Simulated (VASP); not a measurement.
# MgS (F-43m) in VASP: further runs

One crystal, MgS, is run at these levels: LDA; tasks: single point.

Everything below comes from runs of VASP 6.6.1. Logs are shortened: lines on timing, memory, paths and dates and some standing lists are left out, and cuts for length are marked.

## Step 1: Starting point

Symmetry: F-43m, No. 216, cubic system. The conventional cell has a = 5.666 Å, b = 5.666 Å, c = 5.666 Å, α = 90.00°, β = 90.00°, γ = 90.00°. S (site symmetry -43m) is surrounded by 4 Mg at 2.45 Å. Around Mg (site symmetry -43m) lie 4 S at 2.45 Å.

The cell comes from a database or a generator and needn't be the stable form of this composition.

## Step 2: Single point, LDA

INCAR reads:

```
PREC = Accurate ; ENCUT = 550
EDIFF = 1E-6 ; ISMEAR = 0
SIGMA = 0.05 ; LREAL = False
LASPH = True ; NELM = 100
ALGO = Normal ; ISIF = 2
LWAVE = False ; LCHARG = False
ADDGRID = False
```

KPOINTS reads:

```
Automatic mesh
0
Gamma
  6 6 6
```

POSCAR reads:

```
MgS
1.0
    0.0000000000      2.8331200468      2.8331200468
    2.8331200468      0.0000000000      2.8331200468
    2.8331200468      2.8331200468      0.0000000000
S Mg
1 1
Direct
    0.2346630000      0.2748010000      0.2357280000
   -0.0216520000      0.0237760000     -0.0317750000
```

Potentials or basis: VASP PAW LDA potentials, release 64 (S, Mg).

Launch:

```sh
> cat potpaw_LDA.64/S/POTCAR potpaw_LDA.64/Mg/POTCAR > POTCAR
> mpirun -np 1 vasp_std > vasp.out
```

OUTCAR:

```text
PREC = Accurate
   ENCUT = 550
   EDIFF = 1E-6
   ISMEAR = 0
   LREAL = False
   LASPH = True
   NELM = 100
   ISIF = 2

 Found    112 irreducible k-points:

 Following reciprocal coordinates:
            Coordinates               Weight
  0.000000  0.000000  0.000000      1.000000
  0.166667  0.000000  0.000000      2.000000
  0.000000  0.166667  0.000000      2.000000
  0.000000  0.000000  0.166667      2.000000
  0.166667  0.166667  0.166667      2.000000
  0.333333  0.000000  0.000000      2.000000
   k-points           NKPTS =    112   k-points in BZ     NKDIM =    112   number of bands    NBANDS=      8
   number of dos      NEDOS =    301   number of ions     NIONS =      2
   total plane-waves  NPLWV =  32768
   dimension x,y,z NGX =    32 NGY =   32 NGZ =   32
   dimension x,y,z NGXF=    64 NGYF=   64 NGZF=   64
   ions per type =               1   1
   NGX,Y,Z   is equivalent  to a cutoff of  13.28, 13.28, 13.28 a.u.
   NGXF,Y,Z  is equivalent  to a cutoff of  26.56, 26.56, 26.56 a.u.
 SYSTEM =  unknown system
   PREC   = accura    normal or accurate (medium, high low for compatibility)
   ISTART =      0    job   : 0-new  1-cont  2-samecut
   ICHARG =      2    charge: 1-file 2-atom 10-const
   ISPIN  =      1    spin polarized calculation?
   LNONCOLLINEAR =      F non collinear calculations
   LSORBIT =      F    spin-orbit coupling
   LASPH  =      T    aspherical Exc in radial PAW
   ENCUT  =  550.0 eV  40.42 Ry    6.36 a.u.   7.66  7.66  7.66*2*pi/ulx,y,z
   NELM   =    100;   NELMIN=  2; NELMDL= -5     # of ELM steps
   EDIFF  = 0.1E-05   stopping-criterion for ELM
   LREAL  =      F    real-space projection
   EDIFFG = 0.1E-04   stopping-criterion for IOM
   NSW    =      0    number of steps for IOM
   IBRION =     -1    ionic relax: 0-MD 1-quasi-New 2-CG
   NFREE  =      0    steps in history (QN), initial steepest desc. (CG)
   ISIF   =      2    stress and relaxation
   ISYM   =      2    0-nonsym 1-usesym 2-fastsym
   POTIM  = 0.5000    time-step for ionic-motion
   TEBEG  =    0.0;   TEEND  =   0.0 temperature during run
   PSTRESS=    0.0 pullay stress
   NELECT =       8.0000    total number of electrons
   NUPDOWN=      -1.0000    fix difference up-down
   EMIN   =  10.00;   EMAX   =-10.00  energy-range for DOS
   EFERMI =   0.00;   METHOD = LEGACY
   ISMEAR =     0;   SIGMA  =   0.05  broadening in eV -4-tet -1-fermi 0-gaus
   EFERMI_NEDOS =   21; number of points for ismear=-14 and -15
   IALGO  =     38    algorithm
   IMIX   =      4    mixing-type and parameters
     AMIX     =   0.40;   BMIX     =  1.00
     AMIX_MAG =   1.60;   BMIX_MAG =  1.00
  volume/ion in A,a.u.               =      22.74       153.46
  Fermi-wavevector in a.u.,A,eV,Ry     =   0.917269  1.733386 11.447692  0.841382
  Thomas-Fermi vector in A             =   2.042218
   LORBIT       =      0    0 simple, 1 ext, 2 COOP (PROOUT), +10 PAW based schemes
   GGA     = CA    functional components
   LHFCALC =     F    Hartree Fock is set to
   AEXX    =    0.0000 exact exchange contribution
   IVDW    =     0    specifies the selected vdW correction
   LEPSILON=     F    determine dielectric tensor
   LRPA    =     F    only Hartree local field effects (RPA)
 non-spin polarized calculation
 Gauss-broadening in eV      SIGMA  =   0.05
  energy-cutoff  :      550.00
  volume of cell :       45.48
 maximum number of plane-waves:      1363
 NGX is ok and might be reduce to    32
   NGX = 15   NGY = 15   NGZ = 15

 number of electron       8.0000000 magnetization

 Free energy of the ion-electron system (eV)
  ---------------------------------------------------
  ext. energy  EPLUGINS =         0.00000000
  ---------------------------------------------------
  free energy    TOTEN  =        -9.35830674 eV

  energy without entropy =       -9.35830674  energy(sigma->0) =       -9.35830674

 E-fermi :   1.2661     XC(G=0):  -8.7519

 val. band max:        0.9993399051   @ k =   0.0000   0.0000   0.0000
 cond. band min:       4.0588589386   @ k =   0.0000   0.0000   0.0000
 fundamental gap:      3.0595190335
 Fermi energy:         1.2661428244

 k-point     1 :       0.0000    0.0000    0.0000
  band No.  band energies     occupation
      1     -10.3521      2.00000
      2       0.7813      2.00000
      3       0.8550      2.00000
      4       0.9993      2.00000
      5       4.0589      0.00000
      6       8.6341      0.00000
      7       8.6395      0.00000
      8       8.6604      0.00000

 k-point     2 :       0.1667    0.0000    0.0000
  band No.  band energies     occupation
      1     -10.1972      2.00000
      2      -0.2589      2.00000
      3       0.7164      2.00000
      4       0.8902      2.00000
      5       5.0816      0.00000
      6       8.3604      0.00000
      7       8.8649      0.00000
      8       8.9625      0.00000

 k-point     3 :       0.0000    0.1667    0.0000
  band No.  band energies     occupation
      1     -10.1977      2.00000
      2      -0.2384      2.00000
      3       0.6997      2.00000
      4       0.8825      2.00000
      5       5.0846      0.00000
      6       8.3576      0.00000
      7       8.8590      0.00000
      8       8.9541      0.00000

 k-point     4 :       0.0000    0.0000    0.1667
  band No.  band energies     occupation
      1     -10.1963      2.00000
      2      -0.3007      2.00000
      3       0.7609      2.00000
      4       0.8954      2.00000
      5       5.0752      0.00000
      6       8.3737      0.00000
      7       8.8944      0.00000
      8       8.9565      0.00000

 k-point     5 :       0.1667    0.1667    0.1667
  band No.  band energies     occupation
      1     -10.1998      2.00000
      2      -0.1358      2.00000
      3       0.6949      2.00000
      4       0.7661      2.00000
      5       5.0990      0.00000
      6       8.3716      0.00000
      7       8.8317      0.00000
      8       8.8835      0.00000

 k-point     6 :       0.3333    0.0000    0.0000
  band No.  band energies     occupation
      1      -9.8500      2.00000
      2      -1.7308      2.00000
      3       0.5511      2.00000
      4       0.7205      2.00000
      5       5.7654      0.00000
      6       8.5526      0.00000
      7       8.7357      0.00000
      8       8.8079      0.00000

 [... further k-points ...]

------------------------ aborting loop because EDIFF is reached ----------------------------------------

  FORCE on cell =-STRESS in cart. coord.  units (eV):
  Direction    XX          YY          ZZ          XY          YZ          ZX
  --------------------------------------------------------------------------------------
  -------------------------------------------------------------------------------------
  Total       -0.6645791     -0.6811598     -0.6427559     -0.0616871     -0.2709601     -0.3582366
  in kB      -23.4116666    -23.9957703    -22.6428819     -2.1731006     -9.5453313    -12.6198904
  external PRESSURE =     -23.3501063 kB  Pullay stress =       0.0000000 kB

 VOLUME and BASIS-vectors are now :
 -----------------------------------------------------------------------------
  energy-cutoff  :      550.00
  volume of cell :       45.48
      direct lattice vectors                 reciprocal lattice vectors
     0.000000000  2.833120047  2.833120047    -0.176483874  0.176483874  0.176483874
     2.833120047  0.000000000  2.833120047     0.176483874 -0.176483874  0.176483874
     2.833120047  2.833120047  0.000000000     0.176483874  0.176483874 -0.176483874

 POSITION                                       TOTAL-FORCE (eV/Angst)
 -----------------------------------------------------------------------------------
      1.44639      1.33267      1.44337        -0.256659     -0.341014     -0.046524
      2.81046      5.51487      2.83914         0.256659      0.341014      0.046524
 -----------------------------------------------------------------------------------
    total drift:                                0.000051      0.000019      0.000024

  FREE ENERGIE OF THE ION-ELECTRON SYSTEM (eV)
  ---------------------------------------------------
  free  energy   TOTEN  =        -9.3583067359 eV

  energy  without entropy=       -9.3583067359  energy(sigma->0) =       -9.35830674
```

It took 21 s on 1 thread of Intel Xeon Platinum 8488C (Sapphire Rapids), shared host; peak memory 0.19 GiB.

The run converged, but some of its settings lie outside the range that counts as converged, so its numbers aren't taken as properties of the crystal.

What came out:

| Quantity | Value |
| --- | --- |
| Free energy | -9.3583 eV |
| Pressure | -2.3 GPa |
| Largest force | 0.429 eV/Å |
| Band gap on the k mesh | 3.06 eV, direct |

## Step 3: Single point, LDA

Changes to INCAR since step 2:

```diff
@@ -1,2 +1,2 @@
-PREC = Accurate ; ENCUT = 550
+PREC = Accurate ; ENCUT = 450
 EDIFF = 1E-6 ; ISMEAR = 0
```

KPOINTS reads:

```
Automatic mesh
0
Gamma
  7 7 7
```

POSCAR reads:

```
MgS
1.0
    0.0000000000      2.8331200468      2.8331200468
    2.8331200468      0.0000000000      2.8331200468
    2.8331200468      2.8331200468      0.0000000000
S Mg
1 1
Direct
    0.2500000000      0.2500000000      0.2500000000
    0.0000000000      0.0000000000      0.0000000000
```

Potentials or basis: VASP PAW LDA potentials, release 64 (S, Mg).

Launch:

```sh
> cat potpaw_LDA.64/S/POTCAR potpaw_LDA.64/Mg/POTCAR > POTCAR
> mpirun -np 1 vasp_std > vasp.out
```

Wall time 4.2 s (1 thread of Intel Xeon Platinum 8488C (Sapphire Rapids), shared host); peak memory 0.13 GiB.

These settings aren't checked as converged: the numbers below hold their error.

Results:

| Item | Value |
| --- | --- |
| Free energy | -9.3777 eV |
| Pressure | -2.5 GPa |
| Band gap on the k mesh | 3.18 eV, direct |

## Step 4: Single point, LDA

INCAR is that of step 3.

KPOINTS is that of step 3.

POSCAR reads:

```
MgS
1.0
    0.0000000000      2.8331200468      2.8331200468
    2.8331200468      0.0000000000      2.8331200468
    2.8331200468      2.8331200468      0.0000000000
S Mg
1 1
Direct
    0.2346630000      0.2748010000      0.2357280000
   -0.0216520000      0.0237760000     -0.0317750000
```

Potentials or basis: VASP PAW LDA potentials, release 64 (S, Mg).

Launch:

```sh
> cat potpaw_LDA.64/S/POTCAR potpaw_LDA.64/Mg/POTCAR > POTCAR
> mpirun -np 1 vasp_std > vasp.out
```

OUTCAR:

```text
PREC = Accurate
   ENCUT = 450
   EDIFF = 1E-6
   ISMEAR = 0
   LREAL = False
   LASPH = True
   NELM = 100
   ISIF = 2

 Found    172 irreducible k-points:

 Following reciprocal coordinates:
            Coordinates               Weight
  0.000000  0.000000  0.000000      1.000000
  0.142857  0.000000  0.000000      2.000000
  0.000000  0.142857  0.000000      2.000000
  0.000000  0.000000  0.142857      2.000000
  0.142857  0.142857  0.142857      2.000000
  0.285714  0.000000  0.000000      2.000000
   k-points           NKPTS =    172   k-points in BZ     NKDIM =    172   number of bands    NBANDS=      8
   number of dos      NEDOS =    301   number of ions     NIONS =      2
   total plane-waves  NPLWV =  21952
   dimension x,y,z NGX =    28 NGY =   28 NGZ =   28
   dimension x,y,z NGXF=    56 NGYF=   56 NGZF=   56
   ions per type =               1   1
   NGX,Y,Z   is equivalent  to a cutoff of  11.62, 11.62, 11.62 a.u.
   NGXF,Y,Z  is equivalent  to a cutoff of  23.24, 23.24, 23.24 a.u.
 SYSTEM =  unknown system
   PREC   = accura    normal or accurate (medium, high low for compatibility)
   ISTART =      0    job   : 0-new  1-cont  2-samecut
   ICHARG =      2    charge: 1-file 2-atom 10-const
   ISPIN  =      1    spin polarized calculation?
   LNONCOLLINEAR =      F non collinear calculations
   LSORBIT =      F    spin-orbit coupling
   LASPH  =      T    aspherical Exc in radial PAW
   ENCUT  =  450.0 eV  33.07 Ry    5.75 a.u.   6.93  6.93  6.93*2*pi/ulx,y,z
   NELM   =    100;   NELMIN=  2; NELMDL= -5     # of ELM steps
   EDIFF  = 0.1E-05   stopping-criterion for ELM
   LREAL  =      F    real-space projection
   EDIFFG = 0.1E-04   stopping-criterion for IOM
   NSW    =      0    number of steps for IOM
   IBRION =     -1    ionic relax: 0-MD 1-quasi-New 2-CG
   NFREE  =      0    steps in history (QN), initial steepest desc. (CG)
   ISIF   =      2    stress and relaxation
   ISYM   =      2    0-nonsym 1-usesym 2-fastsym
   POTIM  = 0.5000    time-step for ionic-motion
   TEBEG  =    0.0;   TEEND  =   0.0 temperature during run
   PSTRESS=    0.0 pullay stress
   NELECT =       8.0000    total number of electrons
   NUPDOWN=      -1.0000    fix difference up-down
   EMIN   =  10.00;   EMAX   =-10.00  energy-range for DOS
   EFERMI =   0.00;   METHOD = LEGACY
   ISMEAR =     0;   SIGMA  =   0.05  broadening in eV -4-tet -1-fermi 0-gaus
   EFERMI_NEDOS =   21; number of points for ismear=-14 and -15
   IALGO  =     38    algorithm
   IMIX   =      4    mixing-type and parameters
     AMIX     =   0.40;   BMIX     =  1.00
     AMIX_MAG =   1.60;   BMIX_MAG =  1.00
  volume/ion in A,a.u.               =      22.74       153.46
  Fermi-wavevector in a.u.,A,eV,Ry     =   0.917269  1.733386 11.447692  0.841382
  Thomas-Fermi vector in A             =   2.042218
   LORBIT       =      0    0 simple, 1 ext, 2 COOP (PROOUT), +10 PAW based schemes
   GGA     = CA    functional components
   LHFCALC =     F    Hartree Fock is set to
   AEXX    =    0.0000 exact exchange contribution
   IVDW    =     0    specifies the selected vdW correction
   LEPSILON=     F    determine dielectric tensor
   LRPA    =     F    only Hartree local field effects (RPA)
 non-spin polarized calculation
 Gauss-broadening in eV      SIGMA  =   0.05
  energy-cutoff  :      450.00
  volume of cell :       45.48
 maximum number of plane-waves:       998
   NGX = 13   NGY = 13   NGZ = 13

 number of electron       8.0000000 magnetization

 Free energy of the ion-electron system (eV)
  ---------------------------------------------------
  ext. energy  EPLUGINS =         0.00000000
  ---------------------------------------------------
  free energy    TOTEN  =        -9.35842768 eV

  energy without entropy =       -9.35842768  energy(sigma->0) =       -9.35842768

 E-fermi :   1.2458     XC(G=0):  -8.7521

 val. band max:        0.9991507354   @ k =   0.0000   0.0000   0.0000
 cond. band min:       4.0586809587   @ k =   0.0000   0.0000   0.0000
 fundamental gap:      3.0595302233
 Fermi energy:         1.2458046430

 k-point     1 :       0.0000    0.0000    0.0000
  band No.  band energies     occupation
      1     -10.3527      2.00000
      2       0.7811      2.00000
      3       0.8548      2.00000
      4       0.9992      2.00000
      5       4.0587      0.00000
      6       8.6340      0.00000
      7       8.6394      0.00000
      8       8.6603      0.00000
[... 45 lines left out ...]
 k-point     6 :       0.2857    0.0000    0.0000
  band No.  band energies     occupation
      1      -9.9529      2.00000
      2      -1.3655      2.00000
      3       0.5946      2.00000
      4       0.7650      2.00000
      5       5.7053      0.00000
      6       8.5777      0.00000
      7       8.7040      0.00000
      8       8.8797      0.00000

 [... further k-points ...]

------------------------ aborting loop because EDIFF is reached ----------------------------------------

  FORCE on cell =-STRESS in cart. coord.  units (eV):
  Direction    XX          YY          ZZ          XY          YZ          ZX
  --------------------------------------------------------------------------------------
  -------------------------------------------------------------------------------------
  Total       -0.6695125     -0.6861259     -0.6476867     -0.0617260     -0.2712077     -0.3584426
  in kB      -23.5854583    -24.1707143    -22.8165861     -2.1744710     -9.5540532    -12.6271495
  external PRESSURE =     -23.5242529 kB  Pullay stress =       0.0000000 kB

 VOLUME and BASIS-vectors are now :
 -----------------------------------------------------------------------------
  energy-cutoff  :      450.00
  volume of cell :       45.48
      direct lattice vectors                 reciprocal lattice vectors
     0.000000000  2.833120047  2.833120047    -0.176483874  0.176483874  0.176483874
     2.833120047  0.000000000  2.833120047     0.176483874 -0.176483874  0.176483874
     2.833120047  2.833120047  0.000000000     0.176483874  0.176483874 -0.176483874

 POSITION                                       TOTAL-FORCE (eV/Angst)
 -----------------------------------------------------------------------------------
      1.44639      1.33267      1.44337        -0.256715     -0.341068     -0.046463
      2.81046      5.51487      2.83914         0.256715      0.341068      0.046463
 -----------------------------------------------------------------------------------
    total drift:                                0.000021      0.000051      0.000011

  FREE ENERGIE OF THE ION-ELECTRON SYSTEM (eV)
  ---------------------------------------------------
  free  energy   TOTEN  =        -9.3584276763 eV

  energy  without entropy=       -9.3584276763  energy(sigma->0) =       -9.35842768
```

OSZICAR:

```text
N       E                     dE             d eps       ncg     rms          rms(c)
DAV:   1     0.211747863148E+02    0.21175E+02   -0.31999E+03  2824   0.690E+02
DAV:   2    -0.873971454417E+01   -0.29915E+02   -0.28724E+02  3704   0.102E+02
DAV:   3    -0.991784265403E+01   -0.11781E+01   -0.11781E+01  3328   0.273E+01
DAV:   4    -0.992392771629E+01   -0.60851E-02   -0.60851E-02  4536   0.225E+00
DAV:   5    -0.992393212490E+01   -0.44086E-05   -0.44086E-05  3504   0.583E-02    0.403E+00
DAV:   6    -0.941551474978E+01    0.50842E+00   -0.15017E+00  2768   0.566E+00    0.309E+00
DAV:   7    -0.936338646387E+01    0.52128E-01   -0.23422E-01  3456   0.234E+00    0.221E+00
DAV:   8    -0.935886709678E+01    0.45194E-02   -0.11007E-02  3224   0.878E-01    0.954E-01
DAV:   9    -0.935839172598E+01    0.47537E-03   -0.11526E-03  3264   0.225E-01    0.342E-01
DAV:  10    -0.935842524338E+01   -0.33517E-04   -0.51643E-05  3864   0.461E-02    0.866E-02
DAV:  11    -0.935842768675E+01   -0.24434E-05   -0.16280E-05  3120   0.231E-02    0.346E-02
DAV:  12    -0.935842767625E+01    0.10498E-07   -0.66917E-07  1888   0.510E-03
   1 F= -.93584277E+01 E0= -.93584277E+01  d E =-.222040E-14
```

Wall time 28 s (1 thread of Intel Xeon Platinum 8488C (Sapphire Rapids), shared host); peak memory 0.17 GiB.

These settings aren't checked as converged: the numbers below hold their error.

Results:

| Property | Result |
| --- | --- |
| Free energy | -9.3584 eV |
| Pressure | -2.4 GPa |
| Largest force | 0.429 eV/Å |
| Band gap on the k mesh | 3.06 eV, direct |

## Step 5: The reference run

An earlier run on the cell as given: functional PBEsol; potentials or basis VASP PAW PBE potentials, release 64 (S, Mg); cutoff 520 eV; k mesh 8 × 8 × 8; occupations fermi-dirac, width 0.05 eV; no spin polarisation.

* Pressure: -0.5 GPa
* Band gap on the k mesh: 3.29 eV, direct
